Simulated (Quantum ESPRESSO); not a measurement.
# MoS2 (P-3m1) in Quantum ESPRESSO: a series of runs, part 3 of 4

Quantum ESPRESSO 7.5.

### Step 5. Phonons, LDA, target pressure 8 GPa, at which the enthalpy is minimised

Input file pw.in:

```
&CONTROL
  calculation = 'scf'
  prefix = 'pwscf'
  outdir = './tmp'
  pseudo_dir = './pseudo'
  tprnfor = .true.
  tstress = .true.
  disk_io = 'low'
/
&SYSTEM
  ibrav = 0
  celldm(1) = 8
  nat = 3
  ntyp = 2
  ecutwfc = 45
  ecutrho = 360
  nbnd = 20
  occupations = 'smearing'
  smearing = 'mv'
  degauss = 0.01469973
/
&ELECTRONS
  conv_thr = 6d-10
  electron_maxstep = 120
  mixing_beta = 0.5
/
ATOMIC_SPECIES
Mo    95.9500 mo_lda_v1.uspp.F.UPF
S     32.0600 s_lda_v1.4.uspp.F.UPF
CELL_PARAMETERS alat
  0.7623780122949   0.0000000000000   0.0000000000000
 -0.3811890061475   0.6602387259200   0.0000000000000
  0.0000000000000   0.0000000000000   1.4911057415975
ATOMIC_POSITIONS crystal
Mo     0.0000000000    0.0000000000    0.5000000000
S      0.6666666667    0.3333333333    0.7446806800
S      0.3333333333    0.6666666667    0.2553193200
K_POINTS automatic
8 8 3 0 0 0
```

Input file relax.in:

```
&CONTROL
  calculation = 'vc-relax'
  prefix = 'pwscf'
  outdir = './tmp'
  pseudo_dir = './pseudo'
  tprnfor = .true.
  tstress = .true.
  disk_io = 'low'
  nstep = 40
  forc_conv_thr = 0.0001
  etot_conv_thr = 1d-06
/
&SYSTEM
  ibrav = 0
  celldm(1) = 8
  nat = 3
  ntyp = 2
  ecutwfc = 45
  ecutrho = 360
  nbnd = 20
  occupations = 'smearing'
  smearing = 'mv'
  degauss = 0.01469973
/
&ELECTRONS
  conv_thr = 6d-10
  electron_maxstep = 120
  mixing_beta = 0.5
/
&IONS
  ion_dynamics = 'bfgs'
/
&CELL
  cell_dynamics = 'bfgs'
  press = 80
  press_conv_thr = 0.2
/
ATOMIC_SPECIES
Mo    95.9500 mo_lda_v1.uspp.F.UPF
S     32.0600 s_lda_v1.4.uspp.F.UPF
CELL_PARAMETERS alat
  0.7623780122868   0.0000000000000   0.0000000000000
 -0.3811890061434   0.6602387259270   0.0000000000000
  0.0000000000000   0.0000000000000   1.4911057415975
ATOMIC_POSITIONS crystal
Mo     0.0000000000    0.0000000000    0.5000000000
S      0.6666666667    0.3333333333    0.7446806800
S      0.3333333333    0.6666666667    0.2553193200
K_POINTS automatic
8 8 3 0 0 0
```

Input file scf2.in:

```
&CONTROL
  calculation = 'scf'
  prefix = 'pwscf'
  outdir = './tmp'
  pseudo_dir = './pseudo'
  tprnfor = .true.
  tstress = .true.
  disk_io = 'low'
/
&SYSTEM
  ibrav = 0
  celldm(1) = 8
  nat = 3
  ntyp = 2
  ecutwfc = 45
  ecutrho = 360
  nbnd = 20
  occupations = 'smearing'
  smearing = 'mv'
  degauss = 0.01469973
/
&ELECTRONS
  conv_thr = 1d-13
  electron_maxstep = 120
  mixing_beta = 0.5
  startingpot = 'file'
  startingwfc = 'file'
/
ATOMIC_SPECIES
Mo    95.9500 mo_lda_v1.uspp.F.UPF
S     32.0600 s_lda_v1.4.uspp.F.UPF
CELL_PARAMETERS alat
  0.7322028732615   0.0000000000068   0.0000000000000
 -0.3661014366366   0.6341062889650   0.0000000000000
  0.0000000000000   0.0000000000000   1.2650182337457
ATOMIC_POSITIONS crystal
Mo     0.0000000000    0.0000000000    0.5000000000
S      0.6666666667    0.3333333333    0.7916401507
S      0.3333333333    0.6666666667    0.2083598493
K_POINTS automatic
8 8 3 0 0 0
```

Input file ph.in:

```
phonons of MoS2
&INPUTPH
  prefix = 'pwscf'
  outdir = './tmp'
  tr2_ph = 1d-18
  fildyn = 'dyn'
  niter_ph = 90
  alpha_mix(1) = 0.4
/
0.0000000000 0.0000000000 0.0000000000
```

Input file dynmat.in:

```
&INPUT
  fildyn = 'dyn'
  asr = 'crystal'
  filout = 'dynmat.disp'
  fileig = 'dynmat.eig'
/
```

Potentials or basis: GBRV 1.5 LDA.

Command:

```bash
$ OMP_NUM_THREADS=1 pw.x -in pw.in > pw.out
$ OMP_NUM_THREADS=1 pw.x -in relax.in > relax.out
$ OMP_NUM_THREADS=1 pw.x -in scf2.in > scf2.out
$ OMP_NUM_THREADS=1 ph.x -in ph.in > ph.out
$ OMP_NUM_THREADS=1 dynmat.x -in dynmat.in > dynmat.out
```

pw.out:

```text
This program is part of the open-source Quantum ESPRESSO suite
     for quantum simulation of materials; please cite
         "P. Giannozzi et al., J. Phys.:Condens. Matter 21 395502 (2009);
         "P. Giannozzi et al., J. Phys.:Condens. Matter 29 465901 (2017);
         "P. Giannozzi et al., J. Chem. Phys. 152 154105 (2020);
     in publications or presentations arising from this work. More details at

     Message from routine setup:
     using ibrav=0 with symmetry is DISCOURAGED, use correct ibrav instead

     G-vector sticks info
     --------------------
     sticks:   dense  smooth     PW     G-vecs:    dense   smooth      PW
     Sum         925     463    139                44365    15669    2591

     Using Slab Decomposition

     bravais-lattice index     =            0
     lattice parameter (alat)  =       8.0000  a.u.
     unit-cell volume          =     384.2818 (a.u.)^3
     number of atoms/cell      =            3
     number of atomic types    =            2
     number of electrons       =        26.00
[... 324 lines left out ...]

   -51.6608 -26.0462 -25.8475 -25.7125  -3.1944  -2.5907   3.4958   4.4551
     5.5201   5.9037   6.8723   7.3543   8.9797  10.8146  11.4984  12.6718
    13.8356  15.7609  16.5894  18.1448

     the Fermi energy is     9.9563 ev

!    total energy              =    -187.82847269 Ry
     estimated scf accuracy    <          3.4E-11 Ry
     smearing contrib. (-TS)   =      -0.00048621 Ry
     internal energy E=F+TS    =    -187.82798648 Ry

     The total energy is F=E-TS. E is the sum of the following terms:
     one-electron contribution =     -95.40574380 Ry
     hartree contribution      =      57.76409714 Ry
     xc contribution           =     -36.02226249 Ry
     ewald contribution        =    -114.16407733 Ry

     convergence has been achieved in  10 iterations

     Forces acting on atoms (cartesian axes, Ry/au):

     atom    1 type  1   force =     0.00000000    0.00000000    0.00000000
     atom    2 type  2   force =     0.00000000    0.00000000   -0.00643239
     atom    3 type  2   force =    -0.00000000   -0.00000000    0.00643239

     Total force =     0.009097     Total SCF correction =     0.000012

     Computing stress (Cartesian axis) and pressure

          total   stress  (Ry/bohr**3)                   (kbar)     P=      -60.81
  -0.00047838  -0.00000000   0.00000000          -70.37       -0.00        0.00
  -0.00000000  -0.00047838   0.00000000           -0.00      -70.37        0.00
   0.00000000   0.00000000  -0.00028344            0.00        0.00      -41.69

=------------------------------------------------------------------------------=
   JOB DONE.
=------------------------------------------------------------------------------=
```

scf2.out:

```text
This program is part of the open-source Quantum ESPRESSO suite
     for quantum simulation of materials; please cite
         "P. Giannozzi et al., J. Phys.:Condens. Matter 21 395502 (2009);
         "P. Giannozzi et al., J. Phys.:Condens. Matter 29 465901 (2017);
         "P. Giannozzi et al., J. Chem. Phys. 152 154105 (2020);
[... 341 lines left out ...]
  -0.00000000   0.00053830   0.00000000           -0.00       79.19        0.00
   0.00000000   0.00000000   0.00053315            0.00        0.00       78.43

=------------------------------------------------------------------------------=
   JOB DONE.
=------------------------------------------------------------------------------=
```

It took 5.8 min on 1 thread of AMD EPYC 9R45 (Zen 5), shared host; peak memory 0.21 GiB.

Results:

```yaml
Free_energy: -2555.5674 eV
Relaxed_volume: 14.85 Å³/atom
Relaxed_cell: a = 3.100 Å, b = 3.100 Å, c = 5.355 Å, α = 90.00°, β = 90.00°, γ = 120.00°
Space_group_after_relaxing_to_0.05_Å: P-3m1 (No. 164)
Pressure_after_relaxing: 7.9 GPa
Band_gap_on_the_k_mesh: none (metal or under the smearing width)
Highest_phonon_frequency_at_Γ: 418 cm⁻¹
```

Stress tensor (GPa, compression positive):
```
7.92 0.00 0.00
0.00 7.92 0.00
0.00 0.00 7.84
```

Step by step:
```csv
step,energy change (eV),largest force (eV/Å),pressure (GPa),volume (Å³)
1,0.0000,0.1654,-6.08,56.94
2,-0.0263,1.1098,4.73,52.95
3,-0.0157,1.3159,8.38,50.92
4,-0.0158,1.0948,10.29,48.82
5,0.0294,0.3048,10.64,46.68
6,-0.0139,0.1849,8.50,47.05
7,-0.0364,0.0918,7.38,47.02
8,-0.0525,0.0255,6.74,46.77
9,-0.0615,0.0249,6.56,46.27
10,-0.0628,0.0388,6.97,45.44
11,-0.0133,0.0311,8.57,44.17
12,-0.0444,0.0024,7.78,44.68
13,-0.0397,0.0023,7.93,44.58
14,-0.0391,0.0023,7.97,44.57
15,-0.0388,0.0010,7.99,44.56
```

Final structure:
```yaml
crystal:
  lattice:
    - [3.09972, 0.00000, 0.00000]
    - [-1.54986, 2.68444, 0.00000]
    - [0.00000, 0.00000, 5.35535]
  atoms:
    - { symbol: Mo, position: [0.00000, 0.00000, 0.50000] }
    - { symbol: S, position: [0.66667, 0.33333, 0.79164] }
    - { symbol: S, position: [0.33333, 0.66667, 0.20836] }
```

Phonon frequencies in cm⁻¹ (negative: imaginary):
```tsv
q point	frequencies
(0.000, 0.000, 0.000)	-7 -7 -7 251 251 289 289 409 418
```

Optical modes at Γ, degenerate ones joined:
| cm⁻¹ | components | symmetry | active in |
| --- | --- | --- | --- |
| 251 | 2 | Eu | IR |
| 289 | 2 | Eg | Raman |
| 409 | 1 | A1g | Raman |
| 418 | 1 | A2u | IR |

Caveat: the k mesh is coarse; the mesh is thin for the phonons of a metal; the volume moved by over 15 % at a fixed basis, so the end points are rough; the cell is more than 3 GPa from zero pressure, which shifts response properties; the layers were relaxed without a dispersion term, so their spacing and the soft interlayer modes are unreliable.

(Part 3 of 4 ends here.)
